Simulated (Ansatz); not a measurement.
The system is Al2Pt.

```
Pt Al
1.0
     0.00000    2.95500    2.95500
     2.95500    0.00000    2.95500
     2.95500    2.95500    0.00000
Pt Al
1 2
Direct
  0.00000 0.00000 0.00000
  0.75000 0.75000 0.75000
  0.25000 0.25000 0.25000
```

Base run:

| Property | Result |
| --- | --- |
| Program | Ansatz 0.2.0 |
| Functional | PBEsol |
| Potentials or basis | all-electron LAPW, relativistic spinors |
| Cutoff | 236 eV (chosen from the basis error) |
| Basis error allowed | 0.002 eV/atom |
| k mesh | 6 × 6 × 6 |
| Occupations | fermi-dirac, width 0.05 eV |
| Spin | spin-orbit coupling, no magnetisation |

Its results: pressure -1.6 GPa.

Q: The run is repeated on the same cell with these changes: potentials or basis from all-electron LAPW, relativistic spinors to all-electron LAPW, scalar-relativistic; spin from spin-orbit coupling, no magnetisation to no spin polarisation. What comes out?

A: Pressure -1.0 GPa.

Caveats: the k mesh is thin for a metal, which can move the energy by tens of meV per atom.
